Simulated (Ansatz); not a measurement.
# Co (fcc): energy against volume

All numbers below come from Ansatz, DFT, LDA (PW92), plane waves (420 eV) with PAW, scalar-relativistic. The PAW files were generated under PBE, with cores re-solved for the functional.

The cell is scaled uniformly from the relaxed one, with fractional coordinates and shape fixed. Energies are extrapolated to zero smearing, pressures are those at the given smearing. Magnetic state: spin not included. It is not the lowest magnetic state of this structure.

A Birch-Murnaghan fit gives V₀ = 9.59 Å³/atom, B₀ = 316 GPa, B₀′ = 4.7.

Q: What are the energy above the minimum and the pressure at 8.459 Å³/atom?

A: 165.8 meV/atom and 53.93 GPa as computed.

Q: What are the energy above the minimum and the pressure at 9.997 Å³/atom?

A: 16.1 meV/atom and -11.13 GPa as computed.

Q: What are the energy above the minimum and the pressure at 10.382 Å³/atom?

A: 56.1 meV/atom and -19.99 GPa as computed.
